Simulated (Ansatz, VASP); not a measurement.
**Two plane-wave programs on CrO2**

```xyz
6
Lattice="4.4809 0.0000 0.0000 0.0000 4.4809 0.0000 0.0000 0.0000 2.9718" Properties=species:S:1:pos:R:3 pbc="T T T"
Cr    0.0000    0.0000    0.0000
Cr    2.2404    2.2404    1.4859
O     1.3592    1.3592    0.0000
O     0.8813    3.5996    1.4859
O     3.1217    3.1217    0.0000
O     3.5996    0.8813    1.4859
```

Alike in both runs: functional PBE; k mesh 6 × 6 × 8; occupations gaussian, width 0.05 eV; collinear spin; Hubbard terms Cr d U = 3.7 eV.

Ansatz relaxed the structure, and its values are those at the end. VASP's run is a single point on that final structure, the one shown.

|  | VASP | Ansatz |
| --- | --- | --- |
| version | VASP 6.6.1 | Ansatz 0.2.0 |
| potentials or method | VASP PAW PBE potentials, release 64 (Cr_pv, O) | scalar-relativistic, plane waves, PAW |
| plane-wave cutoff (eV) | 520 | 420 |
| valence electrons in the cell | 48 | 52 |

|  | VASP | Ansatz | Ansatz less VASP |
| --- | --- | --- | --- |
| gap on the k mesh at the Fermi level (eV) | none | none | - |
| pressure (GPa) | 1.1 | -0.1 | -1.22 |
| rms of the force components (eV/Å) | 0.094 | 0.004 | -0.0898 |
| net moment per atom (μB) | 0.67 | 0.67 | 0.000 |
| size of the moment on the site where the two differ most (μB) | 2.45 | 2.09 | -0.366 |

Site moments also hang on the region over which each program counts them. The programs project onto different local orbitals, so the same U acts differently. A gap of «none» marks a metal or a gap that the smearing closes. The two sets of potentials don't hold the same shells in valence. Ansatz warned: «filled_band_counts_differ_across_k_points».

The state reached can hang on the start; a lower one may exist.
